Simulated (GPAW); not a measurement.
Runs of GPAW 26.7.0 on V. Symmetry: Im-3m, No. 229, cubic system. Conventional cell: a = 3.029 Å, b = 3.029 Å, c = 3.029 Å, α = 90.00°, β = 90.00°, γ = 90.00°. Around V (site symmetry m-3m) lie 8 V at 2.62 Å. 

```tsv
task	level	potentials or basis	cell	k mesh	cutoff (eV)	smearing	maxiter	optimizer	fmax	max steps	convergence	gap on the mesh (eV)	pressure (GPa)	moment (μB)	V0 of scaled cells (Å³/atom)	relaxed volume (Å³/atom)	B0 (GPa)
hyperfine couplings	LDA	PAW data sets generated in the run's folder for this functional, pw	as given	12 × 12 × 12	600	fermi-dirac 0.05 eV	150	-	-	-	-	none	-17.1	0.00	-	-	-
relaxation of cell and atoms	PBE+D3(BJ)	GPAW PAW data sets (gpaw-data 1.2.1), pw	relaxed	12 × 12 × 12	600	fermi-dirac 0.05 eV	150	FIRE	0.01 eV/Å	100	density=1e-05 forces=0.0001	none	0.0	0.00	-	12.93	-
hyperfine couplings	PBEsol	PAW data sets generated in the run's folder for this functional, pw	as given	12 × 12 × 12	600	fermi-dirac 0.05 eV	150	-	-	-	-	none	-10.7	0.00	-	-	-
equation of state	RPBE	the program's PAW data sets (release 1.2.1) made for this functional, pw	as given	10 × 10 × 10	600	fermi-dirac 0.05 eV	150	-	-	-	-	-	-	-	13.97	-	(b)
band structure	BP86	PAW data sets generated in the run's folder for this functional, pw	as given	10 × 10 × 10	600	fermi-dirac 0.05 eV	150	-	-	-	-	-	(a)	0.00	-	-	-
single point	LDA	PAW data sets generated in the run's folder for this functional, pw	as given	10 × 10 × 10	500	fermi-dirac 0.05 eV	120	-	-	-	default	none	-16.5	0.00	-	-	-
band structure	revPBE	the program's PAW data sets (release 1.2.1) made for this functional, pw	as given	12 × 12 × 12	600	fermi-dirac 0.05 eV	150	-	-	-	-	-	-0.9	0.00	-	-	-
equation of state	RPBE+D3	the program's PAW data sets (release 1.2.1) made for this functional, pw	as given	10 × 10 × 10	600	fermi-dirac 0.05 eV	150	-	-	-	-	-	-	-	13.12	-	193
band structure	LDA	PAW data sets generated in the run's folder for this functional, pw	as given	10 × 10 × 10	600	fermi-dirac 0.05 eV	150	-	-	-	-	-	-16.4	0.00	-	-	-
single point	PBE	GPAW PAW data sets (gpaw-data 1.2.1), pw	as given	12 × 12 × 12	600	gaussian 0.02 eV	150	-	-	-	-	none	-4.2	0.11	-	-	-
relaxation of cell and atoms	PBEsol+D4	PAW data sets generated in the run's folder for this functional, pw	relaxed	12 × 12 × 12	600	fermi-dirac 0.05 eV	150	BFGS	0.05 eV/Å	100	density=1e-05 forces=0.0001	none	0.3	0.00	-	12.88	-
single point	PBE	GPAW PAW data sets (gpaw-data 1.2.1), pw	as given	12 × 12 × 12	600	gaussian 0.013 eV	150	-	-	-	-	none	-4.2	0.10	-	-	-
```

Alike in all rows: spin collinear, ferromagnetic start.

Task: Estimate the missing entries.

Result: (a) -4.6; (b) 175.

Caveats: so large a pressure means that the cell lies far from this level's equilibrium, or that cutoff or potentials fall short (some runs); the dipolar part lacks the spin inside other atoms' spheres (some runs); each step starts from the last one's moments, so a moment once lost doesn't come back (some runs); later steps reuse the first step's grids (some runs); pairwise dispersion overbinds metals, which lowers pressure and volume (some runs); the cutoff is short for stress and forces, so pressures can be off by a GPa or more (some runs).

A k mesh can miss the band edges.

A gap of «none» marks a metal or a gap under the smearing width.

Not every run made on this cell is shown here.
